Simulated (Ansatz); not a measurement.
# Pt (Fm-3m), tetragonal deformation path

Level of theory: Ansatz, DFT PBE, scalar-relativistic, plane waves, PAW. The runs took a 420 eV cutoff, a Γ-centred 12×12×12 mesh and Gaussian smearing (0.15 eV). The mesh is coarse. Spin–orbit coupling is left out, which can shift energies with elements as heavy as these. No spin polarisation. Energies are free energies at this smearing, counted from the undisturbed cell; pressure is positive in compression.

Zero of the scan (as given, not relaxed at this level; it stands at 11.7 GPa):

```yaml
crystal:
  lattice:
    - [0.00000, 1.95790, 1.95790]
    - [1.95790, 0.00000, 1.95790]
    - [1.95790, 1.95790, 0.00000]
  atoms:
    - { symbol: Pt, position: [0.00000, 0.00000, 0.00000] }
```

At fixed volume and fractional coordinates, lengths along (0.000, 0.000, 1.000) are scaled against those across it; ρ is that ratio over its starting value. The cell is metallic on the mesh throughout. At ρ = 0.707 the cell becomes cubic (Im-3m), and there the slope of the energy vanishes by symmetry. At 12 GPa the given cell is far from its own equilibrium, so these figures belong to a strongly strained crystal.

| ρ | ΔE (meV/atom) | pressure (GPa) |
| --- | --- | --- |
| 0.650 | 81.2 | 14.1 |
| 0.707 | 103.5 | 14.4 |
| 0.780 | 80.1 | 13.9 |
| 0.850 | 44.8 | 13.0 |
| 0.920 | 14.9 | 12.1 |
| 0.960 | 3.8 | 11.8 |
| 1.000 | 0.0 | 11.7 |
| 1.050 | 6.7 | 11.9 |
| 1.100 | 31.8 | 12.8 |
| 1.200 | 145.3 | 16.8 |
| 1.300 | 344.7 | 23.9 |
| 1.414 | 659.0 | 35.7 |
| 1.500 | 954.2 | 47.0 |

Cost: 13 runs of about 0.79 core-minutes in all, on Intel Xeon Processor @ 2.50GHz (Skylake/Cascade Lake) (shared hosts).